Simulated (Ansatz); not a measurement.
## ZnO: O vacancy

Computed with Ansatz 0.2.0, DFT PBE, scalar-relativistic, plane waves, PAW. Settings: 420 eV cutoff, 3×3×3 k-mesh, Gaussian smearing of 0.01 eV, collinear spin in charge +1 alone.

Host crystal, relaxed:

```xyz
4
Lattice="3.2794 0.0000 0.0000 -1.6397 2.8400 0.0000 0.0000 0.0000 5.2932" Properties=species:S:1:pos:R:3 pbc="T T T"
Zn    1.6397    0.9467    2.6498
Zn    0.0000    1.8934    0.0032
O     1.6397    0.9467    4.6565
O     0.0000    1.8934    2.0099
```

Supercell of 16 atoms, rows in host cell vectors: 0 0 -1; -2 0 0; 2 2 0. Atoms relax at the host's cell, keeping the symmetry that the supercell leaves at the site. The cell is small, so energies carry finite-size errors of tenths of an eV. The host's Kohn–Sham gap is 0.74 eV.

Defect: O vacancy at (0.667, 0.333, 0.880) of the host cell, charge +1.

(1) Give the relaxed supercell.

## Answers

(1)
```
Zn O
1.0
     0.00000    0.00000   -5.29323
    -6.55878    0.00000    0.00000
     3.27939    5.68007    0.00000
Zn O
8 7
Direct
  0.54328 0.33333 0.16667
  0.49698 0.83100 0.16199
  0.49698 0.33801 0.66900
  0.49698 0.83100 0.66900
  0.99289 0.68426 0.34213
  0.99289 0.15787 0.34213
  0.99216 0.66667 0.83333
  0.99289 0.15787 0.81574
  0.11905 0.83299 0.16598
  0.11905 0.33402 0.66701
  0.11905 0.83299 0.66701
  0.61908 0.66753 0.33376
  0.61908 0.16624 0.33376
  0.61780 0.66667 0.83333
  0.61908 0.16624 0.83247
```
Around the defect: 3 Zn at 2.10 Å, 1 Zn at 2.24 Å. The run ended with a moment of 0.33 μB, which may not be the ground spin state.